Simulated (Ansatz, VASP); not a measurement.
# TiIn2: VASP beside Ansatz, part 2 of 2

Aim: how closely do two programs agree when they are given the same cell, functional and k mesh? The cell is generated by rule, not measured, and may not be a known phase. The cell is taken from a series of runs on this material, whose earlier steps may have relaxed, scaled, displaced or heated it; both programs get it as it stands.

VASP 6.6.1 and Ansatz 0.2.0.

So far. Step 2 (Ansatz: single point, PBEsol, pair 1): The run ends at a pressure of 0.18 GPa, with forces up to 0.047 eV/Å.

## 5. VASP: single point, PBEsol, pair 2

Level of this step: PBEsol; plane waves and PAW (Ti_sv, In_d); invented cell (VASP).

With cell and atoms fixed, the geometry can't cause a difference; cores, projectors, grids and the points listed under the comparison can.

INCAR reads:

```
SYSTEM = TiIn2
PREC = Accurate
ENCUT = 500
EDIFF = 1E-06
NELM = 120
ISMEAR = 1
SIGMA = 0.15
LREAL = .FALSE.
ALGO = Normal
GGA = PS
NBANDS = 94
LASPH = .TRUE.
LORBIT = 11
LWAVE = .FALSE.
LCHARG = .FALSE.
ISIF = 2
GGA_COMPAT = .FALSE.
KPAR = 2
```

POSCAR reads:

```
TiIn2
1.0
   -4.8611268095      0.0000000000      0.0000000000
   -2.4305634048     -4.2098593081     -5.9289330673
   -2.4305634048     -4.2098593081      5.9289330673
Ti In
4 8
Direct
    0.0452569967      0.0000000000      0.0000000000
    0.9547430033      0.7500000000      0.2500000000
    0.9547430033      0.5000000000      0.5000000000
    0.0452569967      0.2500000000      0.7500000000
    0.3423054590      0.2916666667      0.0416666667
    0.3333333333      0.0416666667      0.2916666667
    0.3243612076      0.7916666667      0.5416666667
    0.3333333333      0.5416666667      0.7916666667
    0.6576945410      0.4583333333      0.2083333333
    0.6666666667      0.2083333333      0.4583333333
    0.6756387924      0.9583333333      0.7083333333
    0.6666666667      0.7083333333      0.9583333333
```

KPOINTS reads:

```
Automatic mesh
0
Gamma
8 8 8
0 0 0
```

Potentials, in the order of the species: Ti_sv and In_d (PBE family, release 64).

On the command line:

```bash
$ mpirun -np 2 vasp_std
```

Numbers of over 12 decimals in the logs are rounded to 6 here.

What it wrote:

```text
[banner, memory and clock lines left out]
running    2 mpi-ranks, on    1 nodes
[...]
[... a notice as in an earlier step ...]

 LDA part: xc-table for (Slater+PW92), standard interpolation
 POSCAR, INCAR and KPOINTS ok, starting setup
[...]
entering main loop
       N       E                     dE             d eps       ncg     rms          rms(c)
DAV:   1     0.198568542646E+04    0.19857E+04   -0.67462E+04 17874   0.226E+03
DAV:   2     0.277950150658E+03   -0.17077E+04   -0.16738E+04 17860   0.650E+02
DAV:   3    -0.237019792008E+02   -0.30165E+03   -0.29104E+03 19222   0.261E+02
DAV:   4    -0.611189041402E+02   -0.37417E+02   -0.36361E+02 26184   0.824E+01
[...]
DAV:  14    -0.567136359592E+02   -0.41334E-05   -0.24148E-05 25112   0.399E-02    0.122E-02
DAV:  15    -0.567136383785E+02   -0.24193E-05   -0.37377E-06 17714   0.245E-02    0.300E-03
DAV:  16    -0.567136380538E+02    0.32468E-06   -0.50573E-07 11256   0.898E-03
   1 F= -.56713638E+02 E0= -.56713490E+02  d E =-.443702E-03
```

From OUTCAR (step 5):

```text
  Total        2.1443177     -0.4786360      1.1198552     -0.0000000      0.0000000      0.0000000
  in kB       14.1575674     -3.1601291      7.3936922     -0.0000000      0.0000000      0.0000000
  external PRESSURE =       6.1303768 kB  Pullay stress =       0.0000000 kB

 POSITION                                       TOTAL-FORCE (eV/Angst)
 -----------------------------------------------------------------------------------
     -0.22000      0.00000      0.00000         0.263667      0.000000     -0.028480
     -7.07169     -4.20986     -2.96447        -0.263667      0.000000      0.028480
     -7.07169     -4.20986      0.00000        -0.263667      0.000000     -0.028480
     -2.65056     -4.20986      2.96447         0.263667      0.000000      0.028480
     -2.47418     -1.40329     -1.48223         0.034736     -0.044926      0.000000
     -2.43056     -1.40329      1.48223        -0.000000     -0.054943      0.000000
     -4.81751     -5.61315     -1.48223        -0.034736     -0.044926      0.000000
     -4.86113     -5.61315      1.48223        -0.000000     -0.054943      0.000000
     -4.81751     -2.80657     -1.48223        -0.034736      0.044926      0.000000
     -4.86113     -2.80657      1.48223         0.000000      0.054943      0.000000
     -7.33530     -7.01643     -1.48223         0.034736      0.044926      0.000000
     -7.29169     -7.01643      1.48223         0.000000      0.054943      0.000000
 -----------------------------------------------------------------------------------
    total drift:                               -0.000000     -0.000000      0.000000

  FREE ENERGIE OF THE ION-ELECTRON SYSTEM (eV)
  ---------------------------------------------------
  free  energy   TOTEN  =       -56.7136380538 eV

  energy  without entropy=      -56.7131943514  energy(sigma->0) =      -56.71349015

[... 2 parts as in an earlier step ...]

[... 1 further part left out ...]
[key lines of the parts left out:]
E-fermi :   9.3513
```

The run ends at a pressure of 0.61 GPa, with forces up to 0.27 eV/Å.

## 6. Ansatz: single point, PBEsol, pair 2

The same cell, functional, mesh and smearing now go to Ansatz, which takes its cutoff from its data sets.

The cell is taken from a series of runs on this material, whose earlier steps may have relaxed, scaled, displaced or heated it; both programs get it as it stands.

input.yaml reads:

```yaml
crystal:
  lattice:
    - [-4.8611268095, 0.0, 0.0]
    - [-2.4305634048, -4.2098593081, -5.9289330673]
    - [-2.4305634048, -4.2098593081, 5.9289330673]
  atoms:
    - { symbol: Ti, position: [0.0452569967, 0.0, 0.0] }
    - { symbol: Ti, position: [-0.0452569967, 0.75, 0.25] }
    - { symbol: Ti, position: [-0.0452569967, 0.5, 0.5] }
    - { symbol: Ti, position: [0.0452569967, 0.25, 0.75] }
    - { symbol: In, position: [0.342305459, 0.2916666667, 0.0416666667] }
    - { symbol: In, position: [0.3333333333, 0.0416666667, 0.2916666667] }
    - { symbol: In, position: [0.3243612076, 0.7916666667, 0.5416666667] }
    - { symbol: In, position: [0.3333333333, 0.5416666667, 0.7916666667] }
    - { symbol: In, position: [0.657694541, 0.4583333333, 0.2083333333] }
    - { symbol: In, position: [0.6666666667, 0.2083333333, 0.4583333333] }
    - { symbol: In, position: [0.6756387924, 0.9583333333, 0.7083333333] }
    - { symbol: In, position: [0.6666666667, 0.7083333333, 0.9583333333] }
kpoints:
  mp_grid: { grid: [8, 8, 8] }
hamiltonian:
  xc: pbesol
scf:
  occupations: { method: methfessel_paxton, width: 0.15 }
output:
  forces: true
  stress: true
  eigenvalues: true
```

On the command line:

```bash
$ ansatz run input.yaml --threads 8 --pin off --max-ram 14336MiB --backend cpu --events-out ev --progress --plain --runs-dir out
```

What it wrote:

```text
[...]
Crystal: 12 atoms, lattice volume = 242.667 Å³
Basis set: ecut = 420 eV, 4721 PW (Γ), exchange–correlation on 72×108×108 points (8 copies of the dense FFT grid, shifted against one another)
Bands: 92, of which v1, the nominal top of the filled ones, is band 76 counted from 1 (75 counted from 0)
Symmetry: 8 space group operations
[...]
k-points: 95 of 512
[...]
k-point 0: bands = [... 72 lower, 12.4590, 13.1803, 13.3010, 13.3077, 13.4162, 13.5558, 13.5644, 13.6041, ... 12 higher]
  k-point 1: bands = [... 72 lower, 12.4112, 12.8456, 13.1484, 13.2742, 13.4648, 13.5156, 13.5401, 13.6096, ... 12 higher]
  k-point 2: bands = [... 72 lower, 12.3227, 12.4180, 12.7470, 13.1271, 13.3964, 13.4112, 13.4965, 13.6795, ... 12 higher]
  k-point 94: bands = [... 72 lower, 12.1369, 12.1369, 13.1243, 13.1243, 13.2830, 13.2830, 13.7366, 13.7366, ... 12 higher]
[key lines of the parts left out:]
SCF converged after 7 iterations
Free energy (F): -54098.355966 eV
Fermi energy:    13.117294 eV
P = ⅓ Tr σ = 0.5869 GPa (5.869 kbar)
```

The run ends at a pressure of 0.59 GPa, with forces up to 0.26 eV/Å.

## 7. Differences

Compared:

```csv
quantity,Ansatz,VASP,difference
pressure (GPa),0.59,0.61,-0.03
```

Forces on 7 of the 12 atoms, those with the largest forces and the largest differences (eV/Å; atoms numbered as in POSCAR):

```csv
atom,"Ansatz x, y, z","VASP x, y, z"
Ti1,"0.261, 0.000, -0.029","0.264, 0.000, -0.028"
Ti2,"-0.261, 0.000, 0.029","-0.264, 0.000, 0.028"
Ti3,"-0.261, 0.000, -0.029","-0.264, 0.000, -0.028"
Ti4,"0.261, 0.000, 0.029","0.264, 0.000, 0.028"
In5,"0.034, -0.045, 0.000","0.035, -0.045, 0.000"
In7,"-0.034, -0.045, 0.000","-0.035, -0.045, 0.000"
In11,"0.034, 0.045, 0.000","0.035, 0.045, 0.000"
```

The forces differ by 1.0 meV/Å r.m.s., which is 1.1 % of the r.m.s. force of 0.092 eV/Å (both taken over all components).

## 8. Ansatz: single point, PBEsol, pair 3

With cell and atoms fixed, the geometry can't cause a difference; cores, projectors, grids and the points listed under the comparison can.

The cell is taken from a series of runs on this material, whose earlier steps may have relaxed, scaled, displaced or heated it; both programs get it as it stands.

input.yaml reads:

```yaml
crystal:
  lattice:
    - [-4.8611268095, 0.0, 0.0]
    - [-2.4305634048, -4.2098593081, -5.9289330673]
    - [-2.4305634048, -4.2098593081, 5.9289330673]
  atoms:
    - { symbol: Ti, position: [0.0658283588, 0.0, 0.0] }
    - { symbol: Ti, position: [-0.0658283588, 0.75, 0.25] }
    - { symbol: Ti, position: [-0.0658283588, 0.5, 0.5] }
    - { symbol: Ti, position: [0.0658283588, 0.25, 0.75] }
    - { symbol: In, position: [0.346383698, 0.2916666667, 0.0416666667] }
    - { symbol: In, position: [0.3333333333, 0.0416666667, 0.2916666667] }
    - { symbol: In, position: [0.3202829687, 0.7916666667, 0.5416666667] }
    - { symbol: In, position: [0.3333333333, 0.5416666667, 0.7916666667] }
    - { symbol: In, position: [0.653616302, 0.4583333333, 0.2083333333] }
    - { symbol: In, position: [0.6666666667, 0.2083333333, 0.4583333333] }
    - { symbol: In, position: [0.6797170313, 0.9583333333, 0.7083333333] }
    - { symbol: In, position: [0.6666666667, 0.7083333333, 0.9583333333] }
kpoints:
  mp_grid: { grid: [8, 8, 8] }
hamiltonian:
  xc: pbesol
scf:
  occupations: { method: methfessel_paxton, width: 0.15 }
output:
  forces: true
  stress: true
  eigenvalues: true
```

What it wrote:

```text
[...]
Crystal: 12 atoms, lattice volume = 242.667 Å³
Basis set: ecut = 420 eV, 4721 PW (Γ), exchange–correlation on 72×108×108 points (8 copies of the dense FFT grid, shifted against one another)
Bands: 92, of which v1, the nominal top of the filled ones, is band 76 counted from 1 (75 counted from 0)
Symmetry: 8 space group operations
[...]
k-points: 95 of 512
[...]
k-point 0: bands = [... 72 lower, 12.5759, 13.0207, 13.1402, 13.2629, 13.2646, 13.5678, 13.5859, 13.6309, ... 12 higher]
  k-point 1: bands = [... 72 lower, 12.5138, 12.7755, 13.0170, 13.1855, 13.4695, 13.4699, 13.5239, 13.5409, ... 12 higher]
  k-point 2: bands = [... 72 lower, 12.2995, 12.5192, 12.7116, 13.0418, 13.3963, 13.3999, 13.4705, 13.6499, ... 12 higher]
  k-point 94: bands = [... 72 lower, 12.1210, 12.1210, 13.1254, 13.1254, 13.3199, 13.3199, 13.7197, 13.7197, ... 12 higher]
[key lines of the parts left out:]
SCF converged after 7 iterations
Free energy (F): -54098.170177 eV
Fermi energy:    13.119416 eV
P = ⅓ Tr σ = 1.4550 GPa (14.550 kbar)
```

The run ends at a pressure of 1.46 GPa, with forces up to 0.66 eV/Å.

## 9. VASP: single point, PBEsol, pair 3

The same cell, functional, mesh and smearing now go to VASP, with its own data sets.

INCAR is that of step 5.

POSCAR reads:

```
TiIn2
1.0
   -4.8611268095      0.0000000000      0.0000000000
   -2.4305634048     -4.2098593081     -5.9289330673
   -2.4305634048     -4.2098593081      5.9289330673
Ti In
4 8
Direct
    0.0658283588      0.0000000000      0.0000000000
    0.9341716412      0.7500000000      0.2500000000
    0.9341716412      0.5000000000      0.5000000000
    0.0658283588      0.2500000000      0.7500000000
    0.3463836980      0.2916666667      0.0416666667
    0.3333333333      0.0416666667      0.2916666667
    0.3202829686      0.7916666667      0.5416666667
    0.3333333333      0.5416666667      0.7916666667
    0.6536163020      0.4583333333      0.2083333333
    0.6666666667      0.2083333333      0.4583333333
    0.6797170314      0.9583333333      0.7083333333
    0.6666666667      0.7083333333      0.9583333333
```

KPOINTS is that of step 5.

On the command line:

```bash
$ mpirun -np 2 vasp_std
```

What it wrote:

```text
[... set-up lines as in an earlier step ...]
 entering main loop
       N       E                     dE             d eps       ncg     rms          rms(c)
DAV:   1     0.198569435181E+04    0.19857E+04   -0.67436E+04 17860   0.226E+03
DAV:   2     0.278913016246E+03   -0.17068E+04   -0.16731E+04 17860   0.650E+02
DAV:   3    -0.229803362817E+02   -0.30189E+03   -0.29122E+03 19218   0.261E+02
DAV:   4    -0.608040120872E+02   -0.37824E+02   -0.36748E+02 26200   0.827E+01
[...]
DAV:  14    -0.565263445169E+02   -0.45067E-05   -0.22491E-05 25224   0.355E-02    0.116E-02
DAV:  15    -0.565263464497E+02   -0.19329E-05   -0.29766E-06 17282   0.228E-02    0.324E-03
DAV:  16    -0.565263460679E+02    0.38179E-06   -0.37152E-07 11048   0.856E-03
   1 F= -.56526346E+02 E0= -.56527074E+02  d E =0.218521E-02
```

From OUTCAR (step 9):

```text
  Total        4.7000980      0.0269851      2.0149315      0.0000000      0.0000000      0.0000000
  in kB       31.0317608      0.1781654     13.3033127      0.0000000      0.0000000      0.0000000
  external PRESSURE =      14.8377463 kB  Pullay stress =       0.0000000 kB

 POSITION                                       TOTAL-FORCE (eV/Angst)
 -----------------------------------------------------------------------------------
     -0.32000      0.00000      0.00000         0.659465     -0.000000     -0.101683
     -6.97169     -4.20986     -2.96447        -0.659465     -0.000000      0.101683
     -6.97169     -4.20986      0.00000        -0.659465     -0.000000     -0.101683
     -2.75056     -4.20986      2.96447         0.659465     -0.000000      0.101683
     -2.49400     -1.40329     -1.48223         0.132854     -0.085976      0.000000
     -2.43056     -1.40329      1.48223        -0.000000     -0.165156      0.000000
     -4.79769     -5.61315     -1.48223        -0.132854     -0.085976      0.000000
     -4.86113     -5.61315      1.48223        -0.000000     -0.165156      0.000000
     -4.79769     -2.80657     -1.48223        -0.132854      0.085976      0.000000
     -4.86113     -2.80657      1.48223         0.000000      0.165156      0.000000
     -7.35513     -7.01643     -1.48223         0.132854      0.085976      0.000000
     -7.29169     -7.01643      1.48223         0.000000      0.165156      0.000000
 -----------------------------------------------------------------------------------
    total drift:                               -0.000000      0.000000      0.000000

  FREE ENERGIE OF THE ION-ELECTRON SYSTEM (eV)
  ---------------------------------------------------
  free  energy   TOTEN  =       -56.5263460679 eV

  energy  without entropy=      -56.5285312796  energy(sigma->0) =      -56.52707447

[... 2 parts as in an earlier step ...]

[... 1 further part left out ...]
[key lines of the parts left out:]
E-fermi :   9.3540
```

The run ends at a pressure of 1.48 GPa, with forces up to 0.67 eV/Å.

## 10. Side by side

Both answers:

```csv
quantity,Ansatz,VASP,difference
pressure (GPa),1.46,1.48,-0.03
```

Forces on 7 of the 12 atoms, those with the largest forces and the largest differences (eV/Å; atoms numbered as in POSCAR):

```csv
atom,"Ansatz x, y, z","VASP x, y, z"
Ti1,"0.656, 0.000, -0.102","0.659, 0.000, -0.102"
Ti2,"-0.656, 0.000, 0.102","-0.659, 0.000, 0.102"
Ti3,"-0.656, 0.000, -0.102","-0.659, 0.000, -0.102"
Ti4,"0.656, 0.000, 0.102","0.659, 0.000, 0.102"
In6,"0.000, -0.165, 0.000","0.000, -0.165, 0.000"
In8,"0.000, -0.165, 0.000","0.000, -0.165, 0.000"
In12,"0.000, 0.165, 0.000","0.000, 0.165, 0.000"
```

The forces differ by 1.5 meV/Å r.m.s., which is 0.6 % of the r.m.s. force of 0.235 eV/Å (both taken over all components).

## 11. What came out

| Item | Value |
| --- | --- |
| difference in pressure (single point, PBEsol, pair 1) | -0.029 GPa |
| r.m.s. force difference (single point, PBEsol, pair 2) | 0.98 meV/Å |
| r.m.s. force difference (single point, PBEsol, pair 3) | 0.63 % of the r.m.s. force |

In words: The r.m.s. force difference is 0.63 % of the r.m.s. force (single point, PBEsol, pair 3), within the 3 % picked in this series as the mark of a large difference. Such differences can come from data sets, numerical settings and the points named under the comparisons, not from the functional's error against experiment.

[Lines on the potential files, build, host, timing and source positions are cut from VASP's logs without a mark.]

[Logs are printed without paths, hosts, clocks, repeated set-up lines and the standing remarks that a program may print on its own settings, such as how far it seeks lower states.]

[Hosts, paths, dates, database ids (printed as entryN), source tags and the programs' standing remarks are cut or masked in the printed files.]
